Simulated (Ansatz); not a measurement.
## Band table of Eu (dhcp type)

```xyz
4
Lattice="3.8998 0.0000 0.0000 -1.9499 3.3774 0.0000 0.0000 0.0000 12.6627" Properties=species:S:1:pos:R:3 pbc="T T T"
Eu    0.0000    0.0000    0.0000
Eu    0.0000    0.0000    6.3314
Eu    0.0000    2.2516    3.1657
Eu    1.9499    1.1258    9.4971
```

The cell comes from a relaxation on PAW files under the same functional, begun from a prototype that needn't be the stable phase.

All numbers are PBE results (scalar-relativistic) from Ansatz 0.2.0, with a Γ-centred 10×10×3 k mesh, Fermi–Dirac smearing of 0.1 eV, spin-polarised from start moments Eu1 7, Eu2 7, Eu3 7, Eu4 7 μB. Methods: LAPW: all electrons, basis error target 1 meV/atom.

The open f shell is treated without a Hubbard term, so these are results of the method, and the state needn't be the lowest. Spin–orbit coupling is left out, which matters for the heavy atoms.

Path points, in fractions of the reciprocal vectors: Γ (0.000, 0.000, 0.000), M (0.500, 0.000, 0.000), K (0.333, 0.333, 0.000), A (0.000, 0.000, 0.500), L (0.500, 0.000, 0.500), H (0.333, 0.333, 0.500). Levels in eV from the Fermi level, spin up; bands 33 to 80, counted from the lowest band of the run. The gap is zero, the pressure 0.07 GPa.

```
# k(1/Å) point b33 b34 b35 b36 b37 b38 b39 b40 b41 b42 b43 b44 b45 b46 b47 b48 b49 b50 b51 b52 b53 b54 b55 b56 b57 b58 b59 b60 b61 b62 b63 b64 b65 b66 b67 b68 b69 b70 b71 b72 b73 b74 b75 b76 b77 b78 b79 b80
0.000 Γ -20.14 -20.11 -20.11 -20.10 -4.40 -3.17 -3.16 -1.83 -0.67 -0.66 -0.63 -0.60 -0.60 -0.58 -0.58 -0.58 -0.56 -0.56 -0.54 -0.54 -0.54 -0.52 -0.52 -0.52 -0.50 -0.50 -0.50 -0.50 -0.43 -0.43 -0.43 -0.43 -0.43 -0.43 -0.42 -0.42 0.67 0.92 0.93 1.67 1.67 1.72 1.72 1.85 2.08 2.08 2.18 2.18
0.133 - -20.14 -20.12 -20.11 -20.11 -4.30 -3.08 -3.07 -1.73 -0.67 -0.66 -0.63 -0.60 -0.60 -0.59 -0.58 -0.57 -0.56 -0.56 -0.54 -0.53 -0.53 -0.52 -0.51 -0.51 -0.51 -0.51 -0.50 -0.49 -0.44 -0.44 -0.44 -0.43 -0.43 -0.43 -0.43 -0.43 0.58 0.85 0.91 1.54 1.62 1.75 1.76 1.80 2.09 2.17 2.18 2.28
0.266 - -20.16 -20.15 -20.12 -20.12 -4.01 -2.83 -2.82 -1.46 -0.68 -0.66 -0.63 -0.61 -0.60 -0.60 -0.58 -0.57 -0.57 -0.56 -0.53 -0.53 -0.52 -0.52 -0.51 -0.51 -0.51 -0.50 -0.49 -0.49 -0.47 -0.46 -0.46 -0.45 -0.44 -0.44 -0.44 -0.43 0.36 0.69 0.86 1.22 1.36 1.47 2.00 2.02 2.04 2.34 2.44 2.57
0.399 - -20.17 -20.17 -20.13 -20.13 -3.56 -2.46 -2.45 -1.10 -0.68 -0.66 -0.63 -0.62 -0.61 -0.60 -0.58 -0.58 -0.57 -0.55 -0.54 -0.53 -0.53 -0.52 -0.52 -0.51 -0.51 -0.51 -0.49 -0.49 -0.49 -0.48 -0.48 -0.45 -0.45 -0.44 -0.43 -0.42 0.10 0.50 0.76 0.83 1.10 1.15 1.93 2.15 2.24 2.38 2.65 2.67
0.532 - -20.19 -20.19 -20.15 -20.14 -2.99 -2.06 -2.05 -0.87 -0.67 -0.67 -0.63 -0.62 -0.61 -0.59 -0.58 -0.58 -0.56 -0.55 -0.55 -0.55 -0.54 -0.53 -0.53 -0.53 -0.52 -0.51 -0.50 -0.49 -0.48 -0.48 -0.47 -0.45 -0.44 -0.44 -0.43 -0.35 -0.14 0.35 0.48 0.53 1.01 1.06 1.80 1.82 2.01 2.68 2.76 3.14
0.664 - -20.21 -20.20 -20.17 -20.15 -2.40 -1.76 -1.73 -0.85 -0.67 -0.66 -0.63 -0.62 -0.60 -0.58 -0.57 -0.57 -0.56 -0.56 -0.56 -0.56 -0.55 -0.54 -0.54 -0.53 -0.53 -0.51 -0.50 -0.48 -0.47 -0.46 -0.45 -0.45 -0.44 -0.43 -0.43 -0.35 -0.27 0.10 0.27 0.40 1.11 1.14 1.55 1.74 1.82 2.83 2.86 3.74
0.797 - -20.22 -20.21 -20.18 -20.16 -1.94 -1.62 -1.47 -0.96 -0.67 -0.64 -0.62 -0.61 -0.59 -0.58 -0.58 -0.57 -0.57 -0.56 -0.56 -0.55 -0.55 -0.54 -0.54 -0.53 -0.53 -0.51 -0.51 -0.47 -0.45 -0.45 -0.44 -0.44 -0.44 -0.44 -0.43 -0.41 -0.25 -0.16 0.06 0.45 1.00 1.31 1.62 1.68 1.78 2.86 2.88 4.49
0.930 M -20.22 -20.22 -20.18 -20.17 -1.79 -1.59 -1.18 -1.17 -0.67 -0.63 -0.62 -0.60 -0.59 -0.58 -0.58 -0.57 -0.57 -0.56 -0.56 -0.56 -0.55 -0.55 -0.53 -0.53 -0.52 -0.52 -0.51 -0.46 -0.45 -0.45 -0.45 -0.44 -0.44 -0.43 -0.43 -0.41 -0.30 -0.18 -0.05 0.47 0.91 1.36 1.63 1.70 1.81 2.86 2.88 5.12
1.007 - -20.22 -20.21 -20.18 -20.17 -1.76 -1.56 -1.15 -1.14 -0.67 -0.63 -0.62 -0.60 -0.59 -0.58 -0.58 -0.58 -0.57 -0.56 -0.56 -0.56 -0.55 -0.55 -0.53 -0.53 -0.52 -0.52 -0.50 -0.46 -0.45 -0.45 -0.44 -0.44 -0.44 -0.43 -0.43 -0.40 -0.29 -0.16 -0.05 0.46 0.88 1.30 1.60 1.67 1.83 2.87 2.89 4.91
1.084 - -20.23 -20.20 -20.19 -20.19 -1.66 -1.48 -1.07 -1.06 -0.67 -0.63 -0.63 -0.60 -0.59 -0.59 -0.58 -0.58 -0.57 -0.56 -0.56 -0.56 -0.54 -0.54 -0.53 -0.53 -0.52 -0.52 -0.50 -0.45 -0.45 -0.44 -0.44 -0.44 -0.44 -0.44 -0.43 -0.39 -0.28 -0.09 -0.04 0.44 0.80 1.13 1.51 1.56 1.88 2.85 2.92 4.68
1.160 - -20.23 -20.21 -20.20 -20.19 -1.51 -1.35 -0.96 -0.94 -0.68 -0.64 -0.64 -0.60 -0.59 -0.58 -0.58 -0.58 -0.57 -0.56 -0.56 -0.56 -0.54 -0.53 -0.53 -0.53 -0.52 -0.51 -0.50 -0.46 -0.45 -0.44 -0.44 -0.44 -0.44 -0.43 -0.42 -0.38 -0.26 -0.04 0.01 0.42 0.68 0.90 1.38 1.42 1.97 2.78 2.98 4.52
1.237 - -20.24 -20.23 -20.20 -20.19 -1.32 -1.18 -0.83 -0.82 -0.69 -0.66 -0.64 -0.60 -0.59 -0.58 -0.58 -0.58 -0.57 -0.56 -0.56 -0.56 -0.54 -0.54 -0.53 -0.53 -0.51 -0.50 -0.47 -0.46 -0.45 -0.44 -0.43 -0.43 -0.43 -0.42 -0.40 -0.37 -0.25 -0.04 0.14 0.40 0.53 0.65 1.22 1.28 2.09 2.66 3.09 4.26
1.314 - -20.27 -20.23 -20.21 -20.19 -1.10 -1.01 -0.74 -0.73 -0.71 -0.68 -0.64 -0.60 -0.59 -0.58 -0.57 -0.57 -0.57 -0.57 -0.57 -0.56 -0.54 -0.53 -0.53 -0.53 -0.51 -0.49 -0.48 -0.45 -0.44 -0.43 -0.43 -0.43 -0.42 -0.39 -0.37 -0.35 -0.24 -0.06 0.23 0.37 0.43 0.44 1.03 1.18 2.22 2.54 3.25 4.00
1.391 - -20.29 -20.23 -20.22 -20.19 -0.89 -0.86 -0.73 -0.72 -0.71 -0.69 -0.63 -0.61 -0.59 -0.58 -0.57 -0.57 -0.57 -0.57 -0.57 -0.55 -0.54 -0.53 -0.53 -0.52 -0.50 -0.50 -0.46 -0.44 -0.44 -0.43 -0.43 -0.43 -0.42 -0.38 -0.35 -0.25 -0.18 -0.09 0.11 0.16 0.45 0.54 0.85 1.12 2.34 2.45 3.45 3.78
1.467 K -20.28 -20.23 -20.23 -20.19 -0.78 -0.76 -0.76 -0.74 -0.74 -0.67 -0.62 -0.62 -0.59 -0.58 -0.57 -0.57 -0.57 -0.57 -0.57 -0.54 -0.54 -0.53 -0.52 -0.52 -0.51 -0.50 -0.44 -0.44 -0.44 -0.43 -0.43 -0.43 -0.43 -0.38 -0.38 -0.13 -0.13 -0.04 -0.04 -0.02 0.47 0.70 0.70 1.10 2.41 2.41 3.63 3.63
1.621 - -20.29 -20.22 -20.21 -20.19 -1.06 -0.95 -0.95 -0.76 -0.67 -0.65 -0.62 -0.61 -0.59 -0.59 -0.58 -0.57 -0.57 -0.57 -0.57 -0.56 -0.54 -0.53 -0.53 -0.52 -0.51 -0.51 -0.48 -0.46 -0.45 -0.44 -0.44 -0.43 -0.43 -0.32 -0.32 -0.26 -0.25 -0.20 0.39 0.41 0.41 0.49 0.88 1.17 2.27 2.32 3.47 3.64
1.774 - -20.24 -20.23 -20.19 -20.18 -1.78 -1.29 -1.28 -0.74 -0.64 -0.64 -0.64 -0.61 -0.61 -0.59 -0.59 -0.58 -0.57 -0.56 -0.56 -0.56 -0.54 -0.54 -0.54 -0.53 -0.52 -0.51 -0.49 -0.48 -0.46 -0.45 -0.45 -0.44 -0.44 -0.42 -0.41 -0.23 -0.11 -0.09 0.35 0.46 0.69 0.81 1.03 1.35 2.08 2.12 3.49 3.50
1.928 - -20.22 -20.20 -20.19 -20.16 -2.56 -1.74 -1.73 -0.69 -0.69 -0.66 -0.63 -0.63 -0.62 -0.60 -0.59 -0.58 -0.57 -0.55 -0.55 -0.55 -0.54 -0.54 -0.54 -0.53 -0.52 -0.51 -0.49 -0.48 -0.48 -0.46 -0.46 -0.46 -0.45 -0.43 -0.43 -0.18 -0.13 0.16 0.41 0.61 0.71 0.76 1.55 1.63 1.98 2.27 3.05 3.28
2.081 - -20.19 -20.18 -20.15 -20.14 -3.29 -2.25 -2.24 -0.92 -0.68 -0.67 -0.63 -0.62 -0.62 -0.60 -0.58 -0.58 -0.57 -0.55 -0.54 -0.53 -0.53 -0.52 -0.52 -0.52 -0.51 -0.50 -0.50 -0.50 -0.48 -0.48 -0.47 -0.46 -0.45 -0.44 -0.43 -0.36 0.01 0.41 0.67 0.77 0.90 0.95 1.98 1.98 2.03 2.40 2.62 2.93
2.234 - -20.17 -20.15 -20.13 -20.12 -3.88 -2.72 -2.71 -1.35 -0.68 -0.66 -0.64 -0.61 -0.60 -0.60 -0.58 -0.57 -0.57 -0.56 -0.53 -0.53 -0.52 -0.52 -0.52 -0.51 -0.50 -0.50 -0.50 -0.49 -0.48 -0.47 -0.46 -0.45 -0.45 -0.44 -0.44 -0.43 0.29 0.64 0.84 1.10 1.26 1.35 2.04 2.06 2.12 2.31 2.51 2.62
2.388 - -20.14 -20.13 -20.11 -20.11 -4.27 -3.05 -3.04 -1.70 -0.67 -0.66 -0.63 -0.60 -0.60 -0.59 -0.58 -0.57 -0.56 -0.56 -0.54 -0.53 -0.53 -0.52 -0.51 -0.51 -0.51 -0.50 -0.50 -0.49 -0.45 -0.44 -0.44 -0.44 -0.43 -0.43 -0.43 -0.43 0.56 0.83 0.91 1.50 1.59 1.72 1.79 1.82 2.12 2.13 2.23 2.31
2.541 Γ -20.14 -20.11 -20.11 -20.10 -4.40 -3.17 -3.16 -1.83 -0.67 -0.66 -0.63 -0.60 -0.60 -0.58 -0.58 -0.58 -0.56 -0.56 -0.54 -0.54 -0.54 -0.52 -0.52 -0.52 -0.50 -0.50 -0.50 -0.50 -0.43 -0.43 -0.43 -0.43 -0.43 -0.43 -0.42 -0.42 0.67 0.92 0.93 1.67 1.67 1.72 1.72 1.85 2.08 2.08 2.18 2.18
2.577 - -20.13 -20.11 -20.11 -20.11 -4.39 -3.31 -3.01 -1.84 -0.67 -0.66 -0.63 -0.60 -0.60 -0.58 -0.58 -0.58 -0.56 -0.56 -0.54 -0.54 -0.54 -0.52 -0.52 -0.52 -0.50 -0.50 -0.50 -0.50 -0.44 -0.44 -0.43 -0.43 -0.43 -0.43 -0.42 -0.42 0.66 0.85 1.01 1.67 1.67 1.73 1.73 1.84 2.07 2.07 2.17 2.17
2.612 - -20.13 -20.11 -20.11 -20.11 -4.37 -3.46 -2.86 -1.86 -0.67 -0.66 -0.64 -0.61 -0.60 -0.58 -0.58 -0.58 -0.56 -0.56 -0.54 -0.54 -0.54 -0.52 -0.52 -0.52 -0.49 -0.49 -0.49 -0.49 -0.44 -0.44 -0.43 -0.43 -0.43 -0.43 -0.42 -0.42 0.65 0.79 1.09 1.68 1.68 1.74 1.74 1.82 2.05 2.05 2.15 2.15
2.648 - -20.13 -20.12 -20.11 -20.11 -4.34 -3.59 -2.72 -1.89 -0.67 -0.66 -0.64 -0.61 -0.59 -0.57 -0.57 -0.57 -0.56 -0.56 -0.54 -0.54 -0.54 -0.53 -0.53 -0.52 -0.49 -0.49 -0.49 -0.49 -0.44 -0.44 -0.44 -0.44 -0.43 -0.43 -0.42 -0.42 0.64 0.73 1.18 1.69 1.69 1.75 1.75 1.78 2.03 2.03 2.12 2.12
2.683 - -20.12 -20.12 -20.11 -20.11 -4.29 -3.72 -2.57 -1.95 -0.66 -0.66 -0.64 -0.62 -0.59 -0.57 -0.57 -0.57 -0.56 -0.56 -0.55 -0.55 -0.54 -0.53 -0.53 -0.53 -0.48 -0.48 -0.48 -0.48 -0.44 -0.44 -0.44 -0.44 -0.43 -0.43 -0.42 -0.42 0.63 0.69 1.26 1.71 1.71 1.73 1.77 1.77 2.01 2.01 2.09 2.09
2.719 - -20.12 -20.12 -20.11 -20.11 -4.22 -3.85 -2.44 -2.01 -0.66 -0.66 -0.64 -0.63 -0.58 -0.57 -0.57 -0.57 -0.56 -0.56 -0.55 -0.55 -0.54 -0.54 -0.54 -0.54 -0.47 -0.47 -0.47 -0.47 -0.45 -0.45 -0.44 -0.44 -0.43 -0.43 -0.42 -0.42 0.61 0.65 1.35 1.67 1.74 1.74 1.79 1.79 1.98 1.98 2.05 2.05
2.754 - -20.12 -20.12 -20.11 -20.11 -4.15 -3.96 -2.31 -2.10 -0.66 -0.65 -0.64 -0.63 -0.57 -0.57 -0.57 -0.57 -0.56 -0.56 -0.55 -0.55 -0.54 -0.54 -0.54 -0.54 -0.47 -0.47 -0.47 -0.47 -0.45 -0.45 -0.45 -0.45 -0.43 -0.43 -0.42 -0.42 0.61 0.63 1.44 1.60 1.76 1.76 1.79 1.79 1.98 1.98 2.01 2.01
2.789 A -20.12 -20.12 -20.12 -20.12 -4.06 -4.06 -2.20 -2.20 -0.65 -0.65 -0.64 -0.64 -0.57 -0.57 -0.56 -0.56 -0.56 -0.56 -0.54 -0.54 -0.54 -0.54 -0.54 -0.54 -0.47 -0.47 -0.47 -0.47 -0.45 -0.45 -0.45 -0.45 -0.43 -0.43 -0.42 -0.42 0.61 0.61 1.52 1.52 1.78 1.78 1.78 1.78 1.99 1.99 1.99 1.99
2.922 - -20.12 -20.12 -20.12 -20.12 -3.96 -3.96 -2.10 -2.10 -0.66 -0.66 -0.64 -0.64 -0.58 -0.58 -0.56 -0.56 -0.56 -0.56 -0.56 -0.56 -0.54 -0.54 -0.53 -0.53 -0.47 -0.47 -0.47 -0.47 -0.46 -0.46 -0.46 -0.46 -0.44 -0.44 -0.43 -0.43 0.55 0.55 1.42 1.42 1.77 1.77 1.88 1.88 1.93 1.93 2.06 2.06
3.055 - -20.14 -20.14 -20.13 -20.13 -3.68 -3.68 -1.84 -1.84 -0.66 -0.66 -0.65 -0.65 -0.58 -0.58 -0.57 -0.57 -0.56 -0.56 -0.55 -0.55 -0.53 -0.53 -0.52 -0.52 -0.48 -0.48 -0.47 -0.47 -0.47 -0.47 -0.46 -0.46 -0.45 -0.45 -0.43 -0.43 0.38 0.38 1.15 1.15 1.58 1.58 1.90 1.90 2.14 2.14 2.24 2.24
3.188 - -20.15 -20.15 -20.14 -20.14 -3.26 -3.26 -1.49 -1.49 -0.66 -0.66 -0.65 -0.65 -0.59 -0.59 -0.58 -0.58 -0.56 -0.56 -0.54 -0.54 -0.53 -0.53 -0.52 -0.52 -0.50 -0.50 -0.49 -0.49 -0.48 -0.48 -0.47 -0.47 -0.45 -0.45 -0.43 -0.43 0.19 0.19 0.84 0.84 1.31 1.31 1.85 1.85 2.28 2.28 2.64 2.64
3.321 - -20.17 -20.17 -20.16 -20.16 -2.74 -2.74 -1.22 -1.22 -0.66 -0.66 -0.64 -0.64 -0.60 -0.60 -0.58 -0.58 -0.56 -0.56 -0.54 -0.54 -0.54 -0.54 -0.53 -0.53 -0.52 -0.52 -0.49 -0.49 -0.47 -0.47 -0.47 -0.47 -0.44 -0.44 -0.43 -0.43 0.02 0.02 0.59 0.59 1.15 1.15 1.70 1.70 2.22 2.22 3.19 3.19
3.454 - -20.18 -20.18 -20.17 -20.17 -2.22 -2.22 -1.15 -1.15 -0.66 -0.66 -0.63 -0.63 -0.59 -0.59 -0.57 -0.57 -0.56 -0.56 -0.55 -0.55 -0.54 -0.54 -0.54 -0.54 -0.53 -0.53 -0.48 -0.48 -0.46 -0.46 -0.46 -0.46 -0.44 -0.44 -0.43 -0.43 -0.13 -0.13 0.43 0.43 1.22 1.22 1.55 1.55 2.09 2.09 3.74 3.74
3.587 - -20.20 -20.20 -20.18 -20.18 -1.80 -1.80 -1.23 -1.23 -0.66 -0.66 -0.61 -0.61 -0.59 -0.59 -0.58 -0.58 -0.56 -0.56 -0.56 -0.56 -0.55 -0.55 -0.54 -0.54 -0.52 -0.52 -0.47 -0.47 -0.46 -0.46 -0.45 -0.45 -0.43 -0.43 -0.43 -0.43 -0.25 -0.25 0.35 0.35 1.31 1.31 1.54 1.54 2.00 2.00 4.10 4.10
3.720 L -20.21 -20.21 -20.18 -20.18 -1.61 -1.61 -1.30 -1.30 -0.67 -0.67 -0.61 -0.61 -0.59 -0.59 -0.58 -0.58 -0.56 -0.56 -0.55 -0.55 -0.55 -0.55 -0.54 -0.54 -0.52 -0.52 -0.47 -0.47 -0.45 -0.45 -0.44 -0.44 -0.43 -0.43 -0.43 -0.43 -0.29 -0.29 0.33 0.33 1.29 1.29 1.60 1.60 1.96 1.96 4.21 4.21
3.796 - -20.21 -20.21 -20.18 -20.18 -1.58 -1.58 -1.28 -1.28 -0.67 -0.67 -0.61 -0.61 -0.59 -0.59 -0.58 -0.58 -0.56 -0.56 -0.56 -0.56 -0.55 -0.55 -0.54 -0.54 -0.52 -0.52 -0.47 -0.47 -0.45 -0.45 -0.44 -0.44 -0.43 -0.43 -0.43 -0.43 -0.28 -0.28 0.32 0.32 1.27 1.27 1.53 1.53 2.01 2.01 4.15 4.15
3.873 - -20.23 -20.23 -20.18 -20.18 -1.49 -1.49 -1.20 -1.20 -0.67 -0.67 -0.60 -0.60 -0.58 -0.58 -0.58 -0.58 -0.57 -0.57 -0.56 -0.56 -0.54 -0.54 -0.53 -0.53 -0.52 -0.52 -0.47 -0.47 -0.45 -0.45 -0.44 -0.44 -0.43 -0.43 -0.42 -0.42 -0.24 -0.24 0.29 0.29 1.19 1.19 1.37 1.37 2.09 2.09 3.98 3.98
3.950 - -20.25 -20.25 -20.19 -20.19 -1.35 -1.35 -1.09 -1.09 -0.67 -0.67 -0.60 -0.60 -0.59 -0.59 -0.58 -0.58 -0.58 -0.58 -0.56 -0.56 -0.54 -0.54 -0.53 -0.53 -0.52 -0.52 -0.48 -0.48 -0.44 -0.44 -0.44 -0.44 -0.42 -0.42 -0.41 -0.41 -0.18 -0.18 0.23 0.23 1.10 1.10 1.19 1.19 2.18 2.18 3.74 3.74
4.027 - -20.25 -20.25 -20.19 -20.19 -1.17 -1.17 -0.97 -0.97 -0.67 -0.67 -0.60 -0.60 -0.59 -0.59 -0.58 -0.58 -0.58 -0.58 -0.56 -0.56 -0.54 -0.54 -0.52 -0.52 -0.51 -0.51 -0.49 -0.49 -0.44 -0.44 -0.43 -0.43 -0.41 -0.41 -0.39 -0.39 -0.12 -0.12 0.15 0.15 0.98 0.98 1.02 1.02 2.28 2.28 3.52 3.52
4.103 - -20.24 -20.24 -20.20 -20.20 -0.98 -0.98 -0.87 -0.87 -0.66 -0.66 -0.61 -0.61 -0.59 -0.59 -0.58 -0.58 -0.57 -0.57 -0.55 -0.55 -0.55 -0.55 -0.53 -0.53 -0.51 -0.51 -0.49 -0.49 -0.44 -0.44 -0.43 -0.43 -0.38 -0.38 -0.33 -0.33 -0.08 -0.08 0.04 0.04 0.86 0.86 0.91 0.91 2.38 2.38 3.35 3.35
4.180 - -20.23 -20.23 -20.21 -20.21 -0.83 -0.83 -0.80 -0.80 -0.66 -0.66 -0.62 -0.62 -0.59 -0.59 -0.57 -0.57 -0.57 -0.57 -0.55 -0.55 -0.55 -0.55 -0.53 -0.53 -0.51 -0.51 -0.49 -0.49 -0.44 -0.44 -0.43 -0.43 -0.33 -0.33 -0.25 -0.25 -0.12 -0.12 -0.05 -0.05 0.78 0.78 0.83 0.83 2.47 2.47 3.28 3.28
4.257 H -20.22 -20.22 -20.22 -20.22 -0.80 -0.80 -0.74 -0.74 -0.67 -0.67 -0.64 -0.64 -0.59 -0.59 -0.57 -0.57 -0.56 -0.56 -0.56 -0.56 -0.55 -0.55 -0.54 -0.54 -0.51 -0.51 -0.48 -0.48 -0.44 -0.44 -0.43 -0.43 -0.25 -0.25 -0.24 -0.24 -0.16 -0.16 -0.11 -0.11 0.75 0.75 0.80 0.80 2.50 2.50 3.27 3.27
4.410 - -20.25 -20.25 -20.20 -20.20 -1.04 -1.04 -0.82 -0.82 -0.64 -0.64 -0.63 -0.63 -0.59 -0.59 -0.58 -0.58 -0.57 -0.57 -0.56 -0.56 -0.55 -0.55 -0.54 -0.54 -0.50 -0.50 -0.50 -0.50 -0.44 -0.44 -0.43 -0.43 -0.40 -0.40 -0.27 -0.27 -0.03 -0.03 0.00 0.00 0.81 0.81 0.91 0.91 2.38 2.38 3.22 3.22
4.564 - -20.25 -20.25 -20.18 -20.18 -1.65 -1.65 -0.87 -0.87 -0.64 -0.64 -0.63 -0.63 -0.60 -0.60 -0.59 -0.59 -0.57 -0.57 -0.55 -0.55 -0.55 -0.55 -0.53 -0.53 -0.52 -0.52 -0.49 -0.49 -0.46 -0.46 -0.44 -0.44 -0.43 -0.43 -0.34 -0.34 0.08 0.08 0.12 0.12 0.87 0.87 1.17 1.17 2.23 2.23 3.13 3.13
4.717 - -20.22 -20.22 -20.16 -20.16 -2.35 -2.35 -0.97 -0.97 -0.67 -0.67 -0.64 -0.64 -0.61 -0.61 -0.59 -0.59 -0.57 -0.57 -0.55 -0.55 -0.54 -0.54 -0.53 -0.53 -0.52 -0.52 -0.50 -0.50 -0.47 -0.47 -0.45 -0.45 -0.44 -0.44 -0.40 -0.40 0.08 0.08 0.34 0.34 0.93 0.93 1.47 1.47 2.30 2.30 2.97 2.97
4.870 - -20.18 -20.18 -20.15 -20.15 -3.01 -3.01 -1.30 -1.30 -0.67 -0.67 -0.65 -0.65 -0.60 -0.60 -0.58 -0.58 -0.56 -0.56 -0.54 -0.54 -0.53 -0.53 -0.52 -0.52 -0.51 -0.51 -0.50 -0.50 -0.48 -0.48 -0.46 -0.46 -0.45 -0.45 -0.43 -0.43 0.14 0.14 0.67 0.67 1.15 1.15 1.74 1.74 2.40 2.40 2.71 2.71
5.024 - -20.15 -20.15 -20.13 -20.13 -3.56 -3.56 -1.74 -1.74 -0.66 -0.66 -0.65 -0.65 -0.59 -0.59 -0.57 -0.57 -0.56 -0.56 -0.54 -0.54 -0.53 -0.53 -0.52 -0.52 -0.49 -0.49 -0.48 -0.48 -0.48 -0.48 -0.46 -0.46 -0.45 -0.45 -0.44 -0.44 0.33 0.33 1.05 1.05 1.48 1.48 1.88 1.88 2.27 2.27 2.29 2.29
5.177 - -20.13 -20.13 -20.12 -20.12 -3.93 -3.93 -2.07 -2.07 -0.66 -0.66 -0.64 -0.64 -0.58 -0.58 -0.56 -0.56 -0.56 -0.56 -0.56 -0.56 -0.54 -0.54 -0.53 -0.53 -0.47 -0.47 -0.47 -0.47 -0.46 -0.46 -0.46 -0.46 -0.44 -0.44 -0.43 -0.43 0.53 0.53 1.38 1.38 1.75 1.75 1.91 1.91 1.92 1.92 2.08 2.08
5.331 A -20.12 -20.12 -20.12 -20.12 -4.06 -4.06 -2.20 -2.20 -0.65 -0.65 -0.64 -0.64 -0.57 -0.57 -0.56 -0.56 -0.56 -0.56 -0.54 -0.54 -0.54 -0.54 -0.54 -0.54 -0.47 -0.47 -0.47 -0.47 -0.45 -0.45 -0.45 -0.45 -0.43 -0.43 -0.42 -0.42 0.61 0.61 1.52 1.52 1.78 1.78 1.78 1.78 1.99 1.99 1.99 1.99
```
